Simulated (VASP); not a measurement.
# Sn3Te (Pm-3m) in VASP: a series of runs

One crystal, Sn3Te, is run at these levels: PBE; tasks: single point, relaxation of cell and atoms.

All numbers are computed with VASP 6.6.1; they aren't measurements. Logs are shortened: lines on timing, memory, paths and dates and some standing lists are left out, and cuts for length are marked.

### 1 The structure

Symmetry: Pm-3m, No. 221, cubic system. The conventional cell has a = 4.859 Å, b = 4.859 Å, c = 4.859 Å, α = 90.00°, β = 90.00°, γ = 90.00°. Around Sn (site symmetry 4/mmm) lie 8 Sn at 3.44 Å and 4 Te at 3.44 Å. Te (site symmetry m-3m) has 12 Sn at 3.44 Å as nearest neighbours.

The cell comes from a database or a generator and needn't be the stable form of this composition.

### 2 Single point, PBE

The input, INCAR:

```
SYSTEM = Sn3Te
ALGO = Normal
EDIFF = 1E-7
ENCUT = 520
GGA = PE
ISIF = 2
ISMEAR = 1
LASPH = .True.
LCHARG = .False.
LREAL = .False.
LWAVE = .False.
NBANDS = 32
NELM = 100
PREC = Accurate
SIGMA = 0.05
```

The input, KPOINTS:

```
k-points
0
Gamma
  4 4 4
  0 0 0
```

The input, POSCAR:

```
Sn3Te
1.0
    4.8588689523      0.0000000000      0.0000000000
    0.0000000000      4.8588689523      0.0000000000
    0.0000000000      0.0000000000      4.8588689523
Sn Te
3 1
Direct
    0.5000000000      0.5000000000      0.0000000000
    0.5000000000      0.0000000000      0.5000000000
    0.0000000000      0.5000000000      0.5000000000
    0.0000000000      0.0000000000      0.0000000000
```

Potentials or basis: VASP PAW PBE potentials, release 64 (Sn_d, Te).

Command:

```sh
cat potpaw_PBE.64/Sn_d/POTCAR potpaw_PBE.64/Te/POTCAR > POTCAR
mpirun -np 1 vasp_std > vasp.out
```

OUTCAR:

```text
SYSTEM = Sn3Te
   EDIFF = 1E-7
   ENCUT = 520
   GGA = PE
   ISIF = 2
   ISMEAR = 1
   LASPH = .True.
   LREAL = .False.
   NELM = 100
   PREC = Accurate

 ion  position               nearest neighbor table
   1  0.500  0.500  0.000-   2 3.44   3 3.44   4 3.44   2 3.44   3 3.44   2 3.44   4 3.44   2 3.44
                             3 3.44   4 3.44   3 3.44   4 3.44
   2  0.500  0.000  0.500-   1 3.44   3 3.44   4 3.44   1 3.44   4 3.44   1 3.44   3 3.44   1 3.44
                             3 3.44   4 3.44   4 3.44   3 3.44
   3  0.000  0.500  0.500-   1 3.44   2 3.44   4 3.44   1 3.44   4 3.44   2 3.44   4 3.44   4 3.44
                             1 3.44   2 3.44   1 3.44   2 3.44
   4  0.000  0.000  0.000-   1 3.44   2 3.44   3 3.44   2 3.44   3 3.44   1 3.44   3 3.44   3 3.44
                             1 3.44   2 3.44   2 3.44   1 3.44

  LATTYP: Found a simple cubic cell.
 ALAT       =     4.8588689523

  Lattice vectors:

 A1 = (   4.8588689523,   0.0000000000,   0.0000000000)
 A2 = (   0.0000000000,   4.8588689523,   0.0000000000)
 A3 = (   0.0000000000,   0.0000000000,   4.8588689523)

Analysis of symmetry for initial positions (statically):
=====================================================================
 Subroutine PRICEL returns:
 Original cell was already a primitive cell.

 Routine SETGRP: Setting up the symmetry group for a
 simple cubic supercell.

 Subroutine GETGRP returns: Found 48 space group operations
 (whereof 48 operations were pure point group operations)
 out of a pool of 48 trial point group operations.

The static configuration has the point symmetry O_h .

Analysis of symmetry for dynamics (positions and initial velocities):
=====================================================================
 Subroutine PRICEL returns:
 Original cell was already a primitive cell.

 Routine SETGRP: Setting up the symmetry group for a
 simple cubic supercell.

 Subroutine GETGRP returns: Found 48 space group operations
 (whereof 48 operations were pure point group operations)
 out of a pool of 48 trial point group operations.

The dynamic configuration has the point symmetry O_h .

 Subroutine INISYM returns: Found 48 space group operations
 (whereof 48 operations are pure point group operations),
 and found     1 'primitive' translations

----------------------------------------------------------------------------------------

                                     Primitive cell

  volume of cell :     114.7111

  direct lattice vectors                    reciprocal lattice vectors
     4.858868952  0.000000000  0.000000000     0.205809214  0.000000000  0.000000000
     0.000000000  4.858868952  0.000000000     0.000000000  0.205809214  0.000000000
     0.000000000  0.000000000  4.858868952     0.000000000  0.000000000  0.205809214

  length of vectors
     4.858868952  4.858868952  4.858868952     0.205809214  0.205809214  0.205809214

  position of ions in fractional coordinates (direct lattice)
     0.500000000  0.500000000  0.000000000
     0.500000000  0.000000000  0.500000000
     0.000000000  0.500000000  0.500000000
     0.000000000  0.000000000  0.000000000

  ion indices of the primitive-cell ions
   primitive index   ion index
                 1           1
                 2           2
                 3           3
                 4           4

----------------------------------------------------------------------------------------

 KPOINTS: k-points

Automatic generation of k-mesh.
 Grid dimensions read from file:
 generate k-points for:    4    4    4

 Generating k-lattice:

  Cartesian coordinates                     Fractional coordinates (reciprocal lattice)
     0.051452303  0.000000000  0.000000000     0.250000000  0.000000000  0.000000000
     0.000000000  0.051452303  0.000000000     0.000000000  0.250000000  0.000000000
     0.000000000  0.000000000  0.051452303     0.000000000  0.000000000  0.250000000

  Length of vectors
     0.051452303  0.051452303  0.051452303

  Shift w.r.t. Gamma in fractional coordinates (k-lattice)
     0.000000000  0.000000000  0.000000000

 Subroutine IBZKPT returns following result:
 ===========================================

 Found     10 irreducible k-points:

 Following reciprocal coordinates:
            Coordinates               Weight
  0.000000  0.000000  0.000000      1.000000
  0.250000  0.000000  0.000000      6.000000
  0.500000  0.000000  0.000000      3.000000
  0.250000  0.250000  0.000000     12.000000
  0.500000  0.250000  0.000000     12.000000
  0.500000  0.500000  0.000000      3.000000
  0.250000  0.250000  0.250000      8.000000
  0.500000  0.250000  0.250000     12.000000
  0.500000  0.500000  0.250000      6.000000
  0.500000  0.500000  0.500000      1.000000
   k-points           NKPTS =     10   k-points in BZ     NKDIM =     10   number of bands    NBANDS=     32
   number of dos      NEDOS =    301   number of ions     NIONS =      4
   total plane-waves  NPLWV =  46656
   dimension x,y,z NGX =    36 NGY =   36 NGZ =   36
   dimension x,y,z NGXF=    72 NGYF=   72 NGZF=   72
   ions per type =               3   1
   NGX,Y,Z   is equivalent  to a cutoff of  12.32, 12.32, 12.32 a.u.
   NGXF,Y,Z  is equivalent  to a cutoff of  24.63, 24.63, 24.63 a.u.
 SYSTEM =  Sn3Te
   PREC   = accura    normal or accurate (medium, high low for compatibility)
   ISTART =      0    job   : 0-new  1-cont  2-samecut
   ICHARG =      2    charge: 1-file 2-atom 10-const
   ISPIN  =      1    spin polarized calculation?
   LNONCOLLINEAR =      F non collinear calculations
   LSORBIT =      F    spin-orbit coupling
   LASPH  =      T    aspherical Exc in radial PAW
   ENCUT  =  520.0 eV  38.22 Ry    6.18 a.u.   9.03  9.03  9.03*2*pi/ulx,y,z
   NELM   =    100;   NELMIN=  2; NELMDL= -5     # of ELM steps
   EDIFF  = 0.1E-06   stopping-criterion for ELM
   LREAL  =      F    real-space projection
   EDIFFG = 0.1E-05   stopping-criterion for IOM
   NSW    =      0    number of steps for IOM
   IBRION =     -1    ionic relax: 0-MD 1-quasi-New 2-CG
   NFREE  =      0    steps in history (QN), initial steepest desc. (CG)
   ISIF   =      2    stress and relaxation
   ISYM   =      2    0-nonsym 1-usesym 2-fastsym
   POTIM  = 0.5000    time-step for ionic-motion
   TEBEG  =    0.0;   TEEND  =   0.0 temperature during run
   PSTRESS=    0.0 pullay stress
   NELECT =      48.0000    total number of electrons
   NUPDOWN=      -1.0000    fix difference up-down
   EMIN   =  10.00;   EMAX   =-10.00  energy-range for DOS
   EFERMI =   0.00;   METHOD = LEGACY
   ISMEAR =     1;   SIGMA  =   0.05  broadening in eV -4-tet -1-fermi 0-gaus
   EFERMI_NEDOS =   21; number of points for ismear=-14 and -15
   IALGO  =     38    algorithm
   IMIX   =      4    mixing-type and parameters
     AMIX     =   0.40;   BMIX     =  1.00
     AMIX_MAG =   1.60;   BMIX_MAG =  1.00
  volume/ion in A,a.u.               =      28.68       193.53
  Fermi-wavevector in a.u.,A,eV,Ry     =   1.224485  2.313941 20.400072  1.499363
  Thomas-Fermi vector in A             =   2.359558
   LORBIT       =      0    0 simple, 1 ext, 2 COOP (PROOUT), +10 PAW based schemes
   GGA     = PE    functional components
   LHFCALC =     F    Hartree Fock is set to
   AEXX    =    0.0000 exact exchange contribution
   IVDW    =     0    specifies the selected vdW correction
   LEPSILON=     F    determine dielectric tensor
   LRPA    =     F    only Hartree local field effects (RPA)
 non-spin polarized calculation
 Methfessel and Paxton  Order N= 1 SIGMA  =   0.05
  energy-cutoff  :      520.00
  volume of cell :      114.71
 maximum number of plane-waves:      3136
   NGX = 19   NGY = 19   NGZ = 19

 number of electron      48.0000028 magnetization

 Free energy of the ion-electron system (eV)
  ---------------------------------------------------
  ext. energy  EPLUGINS =         0.00000000
  ---------------------------------------------------
  free energy    TOTEN  =       -14.34154268 eV

  energy without entropy =      -14.34222715  energy(sigma->0) =      -14.34177084

 E-fermi :   7.7725     XC(G=0): -10.0879

 val. band max:        7.7536526108   @ k =   0.5000   0.5000   0.0000
 cond. band min:       7.8420612476   @ k =   0.5000   0.2500   0.0000
 fundamental gap:      0.0884086368
 Fermi energy:         7.7724767051

 k-point     1 :       0.0000    0.0000    0.0000
  band No.  band energies     occupation
      1     -14.0242      2.00000
      2     -14.0242      2.00000
      3     -14.0242      2.00000
      4     -14.0012      2.00000
      5     -14.0012      2.00000
      6     -13.9855      2.00000
[... 24 lines left out ...]
     31      12.4929      0.00000
     32      12.8723      0.00000

 k-point     2 :       0.2500    0.0000    0.0000
  band No.  band energies     occupation
      1     -14.0196      2.00000
      2     -14.0007      2.00000
      3     -14.0007      2.00000
      4     -13.9999      2.00000
      5     -13.9875      2.00000
      6     -13.9699      2.00000
[... 24 lines left out ...]
     31      12.6697      0.00000
     32      12.9861      0.00000

 k-point     3 :       0.5000    0.0000    0.0000
  band No.  band energies     occupation
      1     -14.0142      2.00000
      2     -13.9985      2.00000
      3     -13.9696      2.00000
      4     -13.9696      2.00000
      5     -13.9662      2.00000
      6     -13.9599      2.00000
[... 24 lines left out ...]
     31      11.3139      0.00000
     32      13.8525      0.00000

 k-point     4 :       0.2500    0.2500    0.0000
  band No.  band energies     occupation
      1     -14.0031      2.00000
      2     -14.0023      2.00000
      3     -13.9930      2.00000
      4     -13.9893      2.00000
      5     -13.9715      2.00000
      6     -13.9645      2.00000
[... 24 lines left out ...]
     31      13.2791      0.00000
     32      13.8364      0.00000

 k-point     5 :       0.5000    0.2500    0.0000
  band No.  band energies     occupation
      1     -13.9958      2.00000
      2     -13.9905      2.00000
      3     -13.9845      2.00000
      4     -13.9793      2.00000
      5     -13.9634      2.00000
      6     -13.9528      2.00000
[... 24 lines left out ...]
     31      11.8749      0.00000
     32      15.6758      0.00000

 k-point     6 :       0.5000    0.5000    0.0000
  band No.  band energies     occupation
      1     -13.9942      2.00000
      2     -13.9942      2.00000
      3     -13.9847      2.00000
      4     -13.9642      2.00000
      5     -13.9611      2.00000
      6     -13.9482      2.00000
[... 24 lines left out ...]
     31      12.8002      0.00000
     32      14.8313      0.00000

 k-point     7 :       0.2500    0.2500    0.2500
  band No.  band energies     occupation
      1     -14.0017      2.00000
      2     -14.0017      2.00000
      3     -13.9999      2.00000
      4     -13.9752      2.00000
      5     -13.9607      2.00000
      6     -13.9607      2.00000
[... 24 lines left out ...]
     31      13.0542      0.00000
     32      13.6610      0.00000

 k-point     8 :       0.5000    0.2500    0.2500
  band No.  band energies     occupation
      1     -14.0001      2.00000
      2     -13.9947      2.00000
      3     -13.9888      2.00000
      4     -13.9791      2.00000
      5     -13.9692      2.00000
      6     -13.9526      2.00000
[... 24 lines left out ...]
     31      12.0179      0.00000
     32      14.9799      0.00000

 k-point     9 :       0.5000    0.5000    0.2500
  band No.  band energies     occupation
      1     -14.0028      2.00000
      2     -13.9959      2.00000
      3     -13.9959      2.00000
      4     -13.9838      2.00000
      5     -13.9605      2.00000
      6     -13.9575      2.00000
[... 24 lines left out ...]
     31      12.9459      0.00000
     32      15.2943      0.00000

 k-point    10 :       0.5000    0.5000    0.5000
  band No.  band energies     occupation
      1     -14.0138      2.00000
      2     -13.9992      2.00000
      3     -13.9992      2.00000
      4     -13.9992      2.00000
      5     -13.9692      2.00000
      6     -13.9692      2.00000
[... 24 lines left out ...]
     31      13.1125      0.00000
     32      15.4774      0.00000

------------------------ aborting loop because EDIFF is reached ----------------------------------------

  FORCE on cell =-STRESS in cart. coord.  units (eV):
  Direction    XX          YY          ZZ          XY          YZ          ZX
  --------------------------------------------------------------------------------------
  -------------------------------------------------------------------------------------
  Total       -0.0540439     -0.0540439     -0.0540439      0.0000000      0.0000000      0.0000000
  in kB       -0.7548350     -0.7548350     -0.7548350      0.0000000      0.0000000      0.0000000
  external PRESSURE =      -0.7548350 kB  Pullay stress =       0.0000000 kB

 VOLUME and BASIS-vectors are now :
 -----------------------------------------------------------------------------
  energy-cutoff  :      520.00
  volume of cell :      114.71
      direct lattice vectors                 reciprocal lattice vectors
     4.858868952  0.000000000  0.000000000     0.205809214  0.000000000  0.000000000
     0.000000000  4.858868952  0.000000000     0.000000000  0.205809214  0.000000000
     0.000000000  0.000000000  4.858868952     0.000000000  0.000000000  0.205809214

 POSITION                                       TOTAL-FORCE (eV/Angst)
 -----------------------------------------------------------------------------------
      2.42943      2.42943      0.00000         0.000000      0.000000      0.000000
      2.42943      0.00000      2.42943         0.000000      0.000000      0.000000
      0.00000      2.42943      2.42943         0.000000      0.000000      0.000000
      0.00000      0.00000      0.00000         0.000000      0.000000      0.000000
 -----------------------------------------------------------------------------------
    total drift:                                0.000000      0.000000      0.000000

  FREE ENERGIE OF THE ION-ELECTRON SYSTEM (eV)
  ---------------------------------------------------
  free  energy   TOTEN  =       -14.3415426808 eV

  energy  without entropy=      -14.3422271537  energy(sigma->0) =      -14.34177084
```

Run time: 18 s. Hardware: 1 thread of Intel Xeon Platinum 8488C (Sapphire Rapids), shared host; peak memory 0.21 GiB.

What came out:

* Free energy: -14.3415 eV
* Pressure: -0.1 GPa
* Band gap on the k mesh: none (metal or under the smearing width)

Spin-orbit coupling is left out, which matters for the levels of Te.

### 3 Relaxation of cell and atoms, PBE

This run uses another cell than the first one, of 28.80 Å³/atom, 1.004 times its volume.

The input, INCAR:

```
SYSTEM = Sn3Te
PREC = Accurate
ENCUT = 600
EDIFF = 1E-6
ISMEAR = 1
SIGMA = 0.05
LREAL = .FALSE.
LASPH = .TRUE.
NELM = 100
ALGO = Normal
ISIF = 3
LWAVE = .FALSE.
LCHARG = .FALSE.
GGA = PE
IBRION = 2
NSW = 80
EDIFFG = -0.01
```

The input, KPOINTS:

```
regular mesh
0
G
  4 4 4
  0 0 0
```

The input, POSCAR:

```
Sn3Te
1.0
    4.8656220000      0.0000000000      0.0000000000
    0.0000000000      4.8656220000      0.0000000000
    0.0000000000      0.0000000000      4.8656220000
Sn Te
3 1
Direct
    0.5000000000      0.5000000000      0.0000000000
    0.5000000000      0.0000000000      0.5000000000
    0.0000000000      0.5000000000      0.5000000000
    0.0000000000      0.0000000000      0.0000000000
```

Potentials or basis: VASP PAW PBE potentials, release 64 (Sn_d, Te).

Command:

```sh
cat potpaw_PBE.64/Sn_d/POTCAR potpaw_PBE.64/Te/POTCAR > POTCAR
mpirun -np 1 vasp_std > vasp.out
```

Run time: 49 s. Hardware: 1 thread of Intel Xeon Platinum 8488C (Sapphire Rapids), shared host; peak memory 0.26 GiB.

It converged, with:

| Property | Result |
| --- | --- |
| Free energy | -14.3417 eV |
| Relaxed volume | 28.66 Å³/atom |
| Relaxed cell | a = 4.858 Å, b = 4.858 Å, c = 4.858 Å, α = 90.00°, β = 90.00°, γ = 90.00° |
| Space group after relaxing (to 0.05 Å) | Pm-3m (No. 221) |
| Energy gained by relaxing | 0.1 meV/atom |
| Ionic steps | 3 |
| Pressure after relaxing | 0.0 GPa |
| Band gap on the k mesh | none (metal or under the smearing width) |

The path:
| step | energy change (eV) | largest force (eV/Å) | pressure (GPa) | volume (Å³) |
| --- | --- | --- | --- | --- |
| 1 | 0.0000 | 0.0000 | -0.25 | 115.19 |
| 2 | -0.0004 | 0.0000 | 0.09 | 114.44 |
| 3 | -0.0004 | 0.0000 | 0.00 | 114.63 |

Final structure:
```cif
data_structure
_symmetry_space_group_name_H-M 'P 1'
_symmetry_Int_Tables_number 1
_cell_length_a 4.8577
_cell_length_b 4.8577
_cell_length_c 4.8577
_cell_angle_alpha 90.000
_cell_angle_beta 90.000
_cell_angle_gamma 90.000
_cell_volume 114.63
loop_
_atom_site_label
_atom_site_type_symbol
_atom_site_fract_x
_atom_site_fract_y
_atom_site_fract_z
_atom_site_occupancy
Sn1 Sn 0.50000 0.50000 0.00000 1
Sn2 Sn 0.50000 0.00000 0.50000 1
Sn3 Sn 0.00000 0.50000 0.50000 1
Te1 Te 0.00000 0.00000 0.00000 1
```

Levels at points of the mesh, in eV from the Fermi level:
| k point | band 22 | band 23 | band 24 | band 25 | band 26 | band 27 |
| --- | --- | --- | --- | --- | --- | --- |
| (0.00, 0.00, 0.00) | -4.30 | 0.32 | 0.32 | 0.32 | 1.83 | 1.83 |
| (0.50, 0.00, 0.00) | -1.85 | -1.85 | -1.59 | -0.44 | 1.77 | 2.03 |
| (0.50, 0.50, 0.00) | -2.00 | -1.99 | -0.83 | -0.20 | -0.20 | -0.02 |
| (0.50, 0.50, 0.50) | -5.28 | -4.47 | 2.79 | 2.79 | 2.79 | 5.30 |

Spin-orbit coupling is left out, which matters for the levels of Te.
